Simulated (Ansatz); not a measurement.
Relaxation of a periodic cell of 47 atoms, Si16O31 (host SiO2, host structure C222_1, one O atom removed), cell charge -2, to a largest force component of 0.03 eV/Å in at most 60 steps.

Level of theory: DFT PBE, scalar-relativistic, plane waves, PAW in Ansatz 0.2.0. Settings: PAW set soft_1, cutoff 420 eV, k mesh 2x2x2, gaussian smearing 0.05 eV, no spin polarisation.

```xyz
47
Lattice="-10.0670 0.0000 0.0000 0.0000 -8.7549 0.0000 0.0000 0.0000 8.2118" Properties=species:S:1:pos:R:3
Si -4.802 -2.914 4.617
Si -5.265 -5.841 0.512
Si -5.265 -2.914 7.700
Si -4.802 -5.841 3.594
O -5.034 -5.853 2.053
O -5.034 -2.902 6.159
O -4.738 -4.377 4.106
O -5.329 -4.377 0.000
O -5.970 -2.169 3.918
O -4.097 -6.585 8.024
O -4.097 -2.169 0.188
O -5.970 -6.585 4.294
Si -2.286 -7.291 4.617
Si -2.748 -1.464 0.512
Si -2.748 -7.291 7.700
Si -2.286 -1.464 3.594
O -2.517 -1.475 2.053
O -2.517 -7.280 6.159
O -2.221 0.000 4.106
O -2.812 0.000 0.000
O -3.453 -6.547 3.918
O -1.580 -2.208 8.024
O -3.453 -2.208 4.294
Si -9.836 -2.914 4.617
Si -0.231 -5.841 0.512
Si -0.231 -2.914 7.700
Si -9.836 -5.841 3.594
O 0.000 -5.853 2.053
O 0.000 -2.902 6.159
O -9.772 -4.377 4.106
O -1.580 -6.547 0.188
O -0.937 -2.169 3.918
O -9.130 -6.585 8.024
O -9.130 -2.169 0.188
O -0.937 -6.585 4.294
Si -7.319 -7.291 4.617
Si -7.781 -1.464 0.512
Si -7.781 -7.291 7.700
Si -7.319 -1.464 3.594
O -7.550 -1.475 2.053
O -7.550 -7.280 6.159
O -7.255 0.000 4.106
O -7.846 0.000 0.000
O -8.487 -6.547 3.918
O -6.614 -2.208 8.024
O -6.614 -6.547 0.188
O -8.487 -2.208 4.294
```

Where does it end, and by what steps?

The forces met the threshold. Limits of this set-up: coarse k mesh, no spin, though dangling bonds at a vacancy may carry it, a small cell, in which the defect meets its images, a typed lattice constant that wasn't relaxed here, charged cell in a uniform background, uncorrected. After 21 steps the energy has fallen by 8.469 eV; O43 moved furthest, 0.75 Å.

```
step  energy less start (eV)  largest force component (eV/Å)  accepted
   0                  0.0000                           5.348       yes
   1                 -2.1205                           3.645       yes
   2                 -4.3648                           2.613       yes
   3                 -5.7952                           2.138       yes
   4                 -6.8114                           0.831       yes
   5                 -7.1077                           0.747       yes
   6                 -7.3856                           0.648       yes
   7                 -7.7055                           0.779       yes
   8                 -7.5186                           3.419        no
   9                 -8.0525                           0.299       yes
  10                 -8.1428                           0.218       yes
  11                 -8.2101                           0.405       yes
  12                 -8.2274                           0.141       yes
  13                 -8.2331                           0.294       yes
  14                 -8.2926                           0.523       yes
  15                 -8.3469                           0.322       yes
  16                 -8.4262                           0.192       yes
  17                 -8.4517                           0.126       yes
  18                 -8.4397                           0.249        no
  19                 -8.4686                           0.052       yes
  20                 -8.4690                           0.041       yes
  21                 -8.4695                           0.025       yes
```

```xyz
47
Lattice="-10.0670 0.0000 0.0000 0.0000 -8.7549 0.0000 0.0000 0.0000 8.2118" Properties=species:S:1:pos:R:3
Si -4.546 -2.929 4.605
Si -5.554 -5.822 0.567
Si -5.554 -2.932 7.645
Si -4.546 -5.826 3.607
O -5.106 -5.654 2.112
O -5.106 -3.101 6.100
O -4.016 -4.377 4.106
O -6.056 -4.377 0.000
O -5.726 -2.411 3.613
O -4.296 -6.312 7.889
O -4.296 -2.443 0.323
O -5.726 -6.344 4.599
Si -2.107 -7.316 4.644
Si -2.969 -1.484 0.500
Si -2.969 -7.271 7.712
Si -2.107 -1.439 3.568
O -2.789 -1.349 2.116
O -2.789 -7.406 6.096
O -1.588 0.000 4.106
O -3.427 0.000 0.000
O -3.272 -6.828 3.597
O -1.688 -2.048 7.960
O -3.272 -1.927 4.615
Si -9.672 -2.832 4.502
Si -0.486 -5.535 0.771
Si -0.486 -3.220 7.440
Si -9.672 -5.923 3.710
O 0.031 -6.390 2.223
O 0.031 -2.365 5.989
O -9.321 -4.377 4.106
O -1.688 -6.707 0.252
O -0.830 -2.424 3.484
O -9.248 -6.175 7.935
O -9.248 -2.580 0.276
O -0.830 -6.331 4.728
Si -7.022 -7.327 4.786
Si -8.079 -1.497 0.379
Si -8.079 -7.258 7.833
Si -7.022 -1.428 3.425
O -7.359 -1.336 1.856
O -7.359 -7.418 6.356
O -6.603 0.000 4.106
O -8.595 0.000 0.000
O -8.307 -6.751 4.033
O -6.794 -1.892 7.627
O -6.794 -6.863 0.585
O -8.307 -2.004 4.179
```

Whether the end is a true minimum wasn't checked by a vibrational analysis.

Time of the run: 6.1 min on 4 threads of Arm Neoverse V2 (shared host), peak memory 2.8 GiB.
